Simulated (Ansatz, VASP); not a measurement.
## Ba in VASP and in Ansatz

File INCAR:

```
SYSTEM = Ba
  ALGO = Normal
  EDIFF = 1E-6
  ENCUT = 520
  GGA = RE
  ISIF = 2
  ISMEAR = -1
  LASPH = .True.
  LCHARG = .False.
  LREAL = .False.
  LWAVE = .False.
  NBANDS = 11
  NELM = 60
  PREC = Accurate
  SIGMA = 0.1
```

File KPOINTS:

```
k-points
0
Gamma
  9 9 9
  0 0 0
```

File POSCAR:

```
Ba
1.0
    3.9332827420      0.0000000000      0.0000000000
    0.0000000000      3.9332827420      0.0000000000
    0.0000000000      0.0000000000      3.9332827420
Ba
1
Direct
    0.0000000000      0.0000000000      0.0000000000
```

Input for Ansatz:

```yaml
crystal:
  lattice:
    - [3.933282742, 0.0, 0.0]
    - [0.0, 3.933282742, 0.0]
    - [0.0, 0.0, 3.933282742]
  atoms:
    - { symbol: Ba, position: [0.0, 0.0, 0.0] }
hamiltonian:
  xc: revpbe
  pseudopotentials:
    kind: paw
    azcp:
      Ba: "pseudopotentials/Ba.paw.azcp"
basis:
  ecutwfc: 420
  fft_grid_basis: typed
kpoints:
  mp_grid: { grid: [9, 9, 9], shift: [0, 0, 0] }
magnetization:
  spin_polarized: false
scf:
  occupations: { method: fermi_dirac, width: 0.1 }
  lower_state_search: "off"
output:
  stress: true
```

Alike in both runs: task single point; functional revPBE; k mesh 9 × 9 × 9; occupations fermi-dirac, width 0.1 eV; no spin polarisation.

|  | VASP | Ansatz |
| --- | --- | --- |
| version | VASP 6.6.1 | Ansatz 0.2.0 |
| potentials or method | VASP PAW PBE potentials, release 64 (Ba_sv) | plane waves (420 eV) with PAW, scalar-relativistic |
| plane-wave cutoff (eV) | 520 | 420 |
| valence electrons in the cell | 10 | 10 |

```csv
,VASP,Ansatz,Ansatz less VASP
pressure (GPa),0.7,0.6,-0.13
```

Caveats: the PAW data sets were made with another functional, which shifts forces and pressure a little (VASP).
